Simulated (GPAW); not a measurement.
Write an ASE script for GPAW 26.7.0 that does the following.

```yaml
Task: relaxation of cell and atoms
Functional: PBEsol
Potentials_or_basis: PAW data sets generated in the run's folder for this functional
Cutoff: 600 eV
Basis: pw
k_mesh: 12 × 12 × 12
Occupations: fermi-dirac, width 0.05 eV
Spin: no spin polarisation
Maxiter: 150
Optimizer: BFGS
Fmax: 0.02 eV/Å
Max_steps: 60
Convergence: density=1e-05 forces=0.0001
```

The system is Rh.

```
CELL_PARAMETERS angstrom
0.00000 1.89785 1.89785
1.89785 0.00000 1.89785
1.89785 1.89785 0.00000
ATOMIC_POSITIONS crystal
Rh 0.00000 0.00000 0.00000
```

One way to write it, as run:

run.py

```python
from ase import Atoms
from ase.filters import FrechetCellFilter
from ase.io import write
from ase.optimize import BFGS
from gpaw import GPAW, PW, setup_paths

setup_paths.insert(0, '.')

atoms = Atoms(['Rh'],
              cell=[[0.0, 1.89785, 1.89785],
                    [1.89785, 0.0, 1.89785],
                    [1.89785, 1.89785, 0.0]],
              scaled_positions=[[0.0, 0.0, 0.0]],
              pbc=True)

calc = GPAW(mode=PW(600),
            xc='PBEsol',
            kpts={'size': (12, 12, 12), 'gamma': True},
            occupations={'name': 'fermi-dirac', 'width': 0.05},
            nbands=16,
            convergence={'density': 1e-05, 'forces': 0.0001},
            maxiter=150,
            txt='gpaw.txt')
atoms.calc = calc
opt = BFGS(FrechetCellFilter(atoms), trajectory='relax.traj', logfile='-')
done = opt.run(fmax=0.02, steps=60)
calc.write('gs.gpw')
write('result.traj', atoms)
print('Converged:', done)
print('Cell:', atoms.cell.cellpar().round(4))
print('Volume:', round(atoms.get_volume(), 4))
print(atoms.get_scaled_positions().round(5))
```

Potentials or basis: PAW data sets generated in the run's folder for this functional, pw.

Run with:

```console
$ gpaw-setup -f PBEsol Rh
$ OMP_NUM_THREADS=1 python run.py
```

Results of the run:

| Item | Value |
| --- | --- |
| Relaxed volume | 13.60 Å³/atom |
| Relaxed cell | a = 2.679 Å, b = 2.679 Å, c = 2.679 Å, α = 60.00°, β = 60.00°, γ = 60.00° |
| Space group after relaxing (to 0.05 Å) | Fm-3m (No. 225) |
| Energy gained by relaxing | 0.3 meV/atom |
| Ionic steps | 2 |
| Pressure after relaxing | 0.1 GPa |
| Band gap on the k mesh | none (metal or under the smearing width) |

Caveat: later steps reuse the first step's grids.

It took 22 s on 1 thread of Arm Neoverse V1, on a shared host, peak memory 0.14 GiB.
